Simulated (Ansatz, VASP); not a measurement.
# Cross-check of AlSi31H (Al-H pair in Si) between VASP and Ansatz

Aim: how closely do two programs agree when they are given the same cell, functional and k mesh? The cell is taken from a series of runs on this material, whose earlier steps may have relaxed, scaled, displaced or heated it; both programs get it as it stands.

Calculated with Ansatz 0.2.0; plane waves, with VASP 6.6.1 beside it; single point at HSE06.

In doubt: a hybrid run on one k-point (step 3), which bears on gaps, levels and energies.

## (1) The starting structure

The cell holds 33 atoms: 31 Si, 1 Al and 1 H. Cell: a = 9.474 Å, b = 9.474 Å, c = 9.474 Å, α = 109.5°, β = 109.5°, γ = 109.5°. It derives from Si (Si (Fd-3m)). Nearest the centre at fractional (0.441, 0.500, 0.500): H33 at 0.81 Å, Al32 at 0.92 Å, Si22 at 2.11 Å, Si26 at 2.73 Å, Si25 at 2.73 Å, Si31 at 2.73 Å, Si7 at 3.38 Å, Si8 at 3.54 Å.

## (2) VASP: single point, HSE06

With cell and atoms fixed, the geometry can't cause a difference; cores, projectors, grids and the points listed under the comparison can.

Lines of VASP's logs that name or quote its potential files are left out, and so is its time.

The run reads the wave functions of an earlier VASP run, which isn't shown here.

INCAR

```
SYSTEM = AlSi31H
PREC = Accurate
ENCUT = 400
EDIFF = 1E-06
NELM = 100
ISMEAR = -1
SIGMA = 0.01
LREAL = Auto
ALGO = Normal
LHFCALC = .TRUE.
AEXX = 0.25
GGA = PE
HFSCREEN = 0.208
LASPH = .TRUE.
NBANDS = 87
PRECFOCK = Fast
LORBIT = 11
LWAVE = .FALSE.
LCHARG = .FALSE.
ISIF = 2
```

POSCAR

```
AlSi31H
1.0
   -5.4697832414      5.4697832414      5.4697832414
    5.4697832414     -5.4697832414      5.4697832414
    5.4697832414      5.4697832414     -5.4697832414
Si Al H
31 1 1
Direct
    0.0013925085      0.0023306897      0.5037504982
    0.9854613529      0.2404147615      0.2449814018
    0.0047926076      0.5002186336      0.9990535258
    0.0009343016      0.7508326548      0.7555174091
    0.2525779435      0.9970697570      0.2491665255
    0.2525188017      0.2529365483      0.0046546385
    0.2578179919      0.5002424150      0.7512862116
    0.2457470049      0.7595964097      0.5047656917
    0.4988939551      0.9978051796      0.0013773557
    0.4999200399      0.2452134729      0.7557798809
    0.4994800857      0.7473589739      0.2516669944
    0.7559095965      0.0037631576      0.7524897850
    0.7506045205      0.2492635565      0.5049172549
    0.7580244745      0.5002695162      0.2442401174
    0.7550812237      0.7550615768      0.0108480917
    0.0063752735      0.0015553265      0.2571549327
    0.0015278842      0.2528449267      0.0040432793
    0.0056545600      0.5002142847      0.7497185502
    0.9953507263      0.7527526959      0.5040471449
    0.2516133478      0.0008685342      0.9998845272
    0.2503193957      0.2485522199      0.7533583477
    0.2159936343      0.4998400719      0.4919381483
    0.2487726090      0.7477569853      0.2513880368
    0.5050932773      0.9989151722      0.7558273417
    0.4977912158      0.2374214115      0.5054995311
    0.5104528631      0.5002841065      0.2428833523
    0.5021848778      0.7518698364      0.0049912659
    0.7509062560      0.9990705883      0.4990397689
    0.7421585654      0.2474935159      0.2512871372
    0.7548481684      0.5000374844      0.9947019657
    0.7601847916      0.7632408375      0.7683244804
    0.5406121618      0.5002928805      0.5060707514
    0.3640905198      0.4978925417      0.4271295430
```

KPOINTS

```
Automatic mesh
0
Gamma
1 1 1
0 0 0
```

Potentials, in the order of the species: Si, Al and H (PBE family, release 64).

On the command line:

```console
export OMP_NUM_THREADS=3
mpirun -np 1 vasp_gam
```

Numbers of over 12 decimals in the logs are rounded to 6 here.

The program printed:

```text
[banner, memory and clock lines left out]
running    1 mpi-ranks, on    1 nodes
[...]
Offloading initialized ...    1 GPUs detected
[...]
LDA part: xc-table for (Slater+PW92), standard interpolation
 found WAVECAR, reading the header
 POSCAR, INCAR and KPOINTS ok, starting setup
[...]
reading WAVECAR
 the WAVECAR file was read successfully
 initial charge from wavefunction
 entering main loop
       N       E                     dE             d eps       ncg     rms          rms(c)
DAV:   1    -0.197695214027E+03   -0.19770E+03   -0.62189E+00   174   0.750E+00    0.152E+01
DAV:   2    -0.197743799417E+03   -0.48585E-01   -0.16088E-01   236   0.118E+00    0.114E+01
DAV:   3    -0.197737281401E+03    0.65180E-02   -0.55681E-03   213   0.194E-01    0.694E+00
DAV:   4    -0.197734317090E+03    0.29643E-02   -0.12036E-03   189   0.935E-02    0.405E+00
[...]
DAV:   9    -0.197732752018E+03    0.10033E-04   -0.45975E-06   180   0.572E-03    0.242E-01
DAV:  10    -0.197732750068E+03    0.19500E-05   -0.15162E-06   101   0.346E-03    0.140E-01
DAV:  11    -0.197732750327E+03   -0.25827E-06   -0.79135E-07   101   0.253E-03
   1 F= -.19773275E+03 E0= -.19773275E+03  d E =-.175154E-12
```

OUTCAR, selected parts (step 2):

```text
  Total        0.6435326      2.5269758      0.7499826     -0.3705495      0.3530910      1.0235681
  in kB        1.5751096      6.1850231      1.8356567     -0.9069565      0.8642251      2.5052841
  external PRESSURE =       3.1985964 kB  Pullay stress =       0.0000000 kB

 POSITION                                       TOTAL-FORCE (eV/Angst)
 -----------------------------------------------------------------------------------
      2.76054      2.75027     -2.73504        -0.013606      0.006888      0.024955
     -2.73525      5.41524      5.36528        -0.046904      0.080011      0.078657
      8.17448      2.75473     -2.70230        -0.004539      0.004900      0.004782
      8.23430      0.03074     -0.02051         0.041120      0.032690      0.015439
      5.43510     -2.70932      5.47242         0.007578     -0.008026      0.011678
      0.02774      0.02317      2.73927         0.001273      0.019015     -0.007148
      5.43538      2.78336      0.03705         0.002813     -0.027595     -0.003800
      5.57160     -0.04969      2.73805        -0.073535      0.075962      0.046212
      2.73647     -2.72140      8.17909        -0.026723      0.007592      0.014393
      2.74076      5.52714     -0.05823         0.002987     -0.001235      0.018727
      2.73241      0.02072      5.44338         0.006426      0.019331     -0.001005
      0.00188      8.23003      0.03929        -0.013309     -0.007458     -0.006052
      0.01956      5.50401      2.70727        -0.014444      0.032428     -0.041995
     -0.07392      2.74580      5.54665        -0.017723     -0.074299      0.019532
[...]
-----------------------------------------------------------------------------------
    total drift:                               -0.006301     -0.005503      0.006634

  FREE ENERGIE OF THE ION-ELECTRON SYSTEM (eV)
  ---------------------------------------------------
  free  energy   TOTEN  =      -197.7327503266 eV

  energy  without entropy=     -197.7327503266  energy(sigma->0) =     -197.73275033

[... 3 further parts left out ...]
[key lines of the parts left out:]
E-fermi :   5.6182
```

The run ends at a pressure of 0.32 GPa, with forces up to 2.5 eV/Å.

(Part 1 of 2 ends here.)

[Lines on the potential files, build, host, timing and source positions are cut from VASP's logs without a mark.]

[Logs are printed without paths, hosts, clocks, repeated set-up lines and the standing remarks that a program may print on its own settings, such as how far it seeks lower states.]

[Hosts, paths, dates, database ids (printed as entryN), source tags and the programs' standing remarks are cut or masked in the printed files.]
